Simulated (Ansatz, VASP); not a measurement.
Two plane-wave programs on Co

File INCAR:

```
SYSTEM = Co
ALGO     = Normal         ! electronic algorithm
EDIFF    = 1E-6           ! SCF threshold, eV
ENCUT    = 520            ! plane-wave cutoff, eV
GGA      = PE             ! functional
ISIF     = 2              ! what is computed and relaxed
ISMEAR   = -1             ! smearing method
LASPH    = .True.         ! aspherical terms in the spheres
LCHARG   = .False.        ! write CHGCAR
LMAXMIX  = 4              ! l up to which the mixer works
LNONCOLLINEAR= .True.         ! non-collinear magnetism
LORBIT   = 11             ! projections on sites
LREAL    = .False.        ! projectors in reciprocal space
LWAVE    = .False.        ! write WAVECAR
MAGMOM   = 0 0 1.7 0 0 1.7 ! initial moments
NBANDS   = 30             ! bands
NELM     = 150            ! most SCF steps
PREC     = Accurate       ! precision mode
SIGMA    = 0.08           ! smearing width, eV
```

File KPOINTS:

```
k-points
0
Gamma
  15 15 8
  0 0 0
```

File POSCAR:

```
Co
1.0
    2.4873648738      0.0000000000      0.0000000000
   -1.2436824369      2.1541211692      0.0000000000
    0.0000000000      0.0000000000      4.0632895034
Co
2
Direct
    0.6666666667      0.3333333333      0.2598610000
    0.3333333333      0.6666666667      0.7401390000
```

Input for Ansatz:

```yaml
crystal:
  lattice:
    - [2.4873648738, 0.0, 0.0]
    - [-1.2436824369, 2.1541211692, 0.0]
    - [0.0, 0.0, 4.0632895034]
  atoms:
    - { symbol: Co, position: [0.6666666667, 0.3333333333, 0.259861], spin: 1.7, spin_axis: [0.0, 0.0, 1.0] }
    - { symbol: Co, position: [0.3333333333, 0.6666666667, 0.740139], spin: 1.7, spin_axis: [0.0, 0.0, 1.0] }
magnetization:
  noncollinear: true
kpoints:
  mp_grid: { grid: [15, 15, 8] }
scf:
  occupations: { method: fermi_dirac, width: 0.08 }
  lower_state_search: "off"
hamiltonian:
  xc: pbe
  pseudopotentials: { kind: paw }
output:
  eigenvalues: false
```

Alike in both runs: task single point; functional PBE; k mesh 15 × 15 × 8; occupations fermi-dirac, width 0.08 eV; non-collinear spin.

|  | VASP | Ansatz |
| --- | --- | --- |
| version | VASP 6.6.1 | Ansatz 0.2.0 |
| potentials or method | VASP PAW PBE potentials, release 64 (Co) | PAW with Ansatz's default frozen-core files, scalar-relativistic |
| plane-wave cutoff (eV) | 520 | 420 |
| valence electrons in the cell | 18 | 34 |

|  | VASP | Ansatz | Ansatz less VASP |
| --- | --- | --- | --- |
| net moment per atom (μB) | 1.63 | 1.63 | +0.005 |
| size of the moment on the site where the two differ most (μB) | 1.65 | 1.65 | +0.005 |

Site moments also hang on the region over which each program counts them. The functional is the same, so the differences come from potentials, cutoffs and numerics. The two sets of potentials don't hold the same shells in valence.
